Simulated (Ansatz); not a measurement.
**C (Fd-3m): G0W0 and the starting functional**

```
C
1.0
     0.00000    1.78350    1.78350
     1.78350    0.00000    1.78350
     1.78350    1.78350    0.00000
C
2
Direct
  0.00000 0.00000 0.00000
  0.25000 0.25000 0.25000
```

Held fixed (Ansatz):

- datasets: all-electron datasets in plane waves (scalar-relativistic, Gaussian nuclei)
- k mesh: 4×4×4
- empty bands: 73
- response cutoff: 200 eV
- frequencies: contour deformation
- q → 0 term: analytic weight of Carrier, Rohra and Görling
- band sums: cut at the band count

The gap is read from Γ to k = (0, 0.25, 0.25), linearised, between the Kohn-Sham band edges among the points solved. ε∞ is the electronic dielectric constant on this mesh. Wave cutoffs: 2970, 2970 eV in the order of the table.

Q: The orbitals come from PBE, r²SCAN in turn. Does G0W0 narrow the spread of the gaps between these starts?

A: The Kohn-Sham gaps spread over 0.22 eV and the G0W0 gaps over 0.13 eV, so the dependence on the start shrinks but stays.

```
orbitals  KS gap (eV)  G0W0 gap (eV)   ε∞
     PBE         4.44           5.86  7.0
  r²SCAN         4.66           5.99  6.8
```

The cell is a model at fixed atoms and needn't be the relaxed known crystal. Points k are given in fractions of the reciprocal vectors. The mesh is coarse, so these are values at the stated settings, not converged ones. Band sums or response are cut, so the gap isn't at its basis limit. The gap is read on the mesh, and the crystal's band edges can lie off it. With r²SCAN or HSE06 the Kohn-Sham levels are generalised ones. Meshes this coarse can overestimate the dielectric constant by a tenth and more.
